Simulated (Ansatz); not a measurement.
## AgCl: field gradients at two levels of theory

Cell: an entry of the Crystallography Open Database (COD) (listed for 8.6 GPa) whose atoms were relaxed with PBE, the cell held.

```
CELL_PARAMETERS angstrom
3.53000 0.00000 0.00000
0.00000 4.01100 0.00000
-0.97255 0.00000 5.15201
ATOMIC_POSITIONS crystal
Ag 0.13515 0.25000 0.20186
Ag 0.86485 0.75000 0.79814
Cl 0.33349 0.25000 0.72616
Cl 0.66651 0.75000 0.27384
```

Sites (sets of like atoms) are named by element and the number of their first atom in this list.

First run. Method: Kohn–Sham DFT in Ansatz, PBE, plane waves and PAW, scalar-relativistic, 420 eV cutoff, Γ-centred 10×8×7 k-points, Fermi–Dirac smearing 0.01 eV.

```tsv
site	atom	V_zz (10²¹ V/m²)	η
Ag	1	2.33	0.25
Cl	3	-3.91	0.14
```

Second run. The same atoms and settings, except that the functional is r2SCAN and the cutoff is 500 eV.

Task: What does the second run give?

Result: 

```csv
site,atom,V_zz,η,change of V_zz
Ag,1,2.76,0.15,+0.43
Cl,3,-3.51,0.07,+0.40
```

The largest change of V_zz is on Ag, from 2.33 to 2.76. In per cent, |V_zz| changes by +18 on Ag, -10 on Cl (all sites that start above 0.5).

For the first run: At this cell the PBE pressure is 10 GPa, so with PBE the cell would grow if it were relaxed. Without spin–orbit coupling (the program notes it for Ag) the gradients can shift somewhat, as the gap is small.
For the second run: At this cell the r2SCAN pressure is 8 GPa, so with r2SCAN the cell would grow if it were relaxed. Without spin–orbit coupling (the program notes it for Ag) the gradients are little affected as a rule: paired runs on crystals with a gap mostly move them by under 2 % at such atoms.
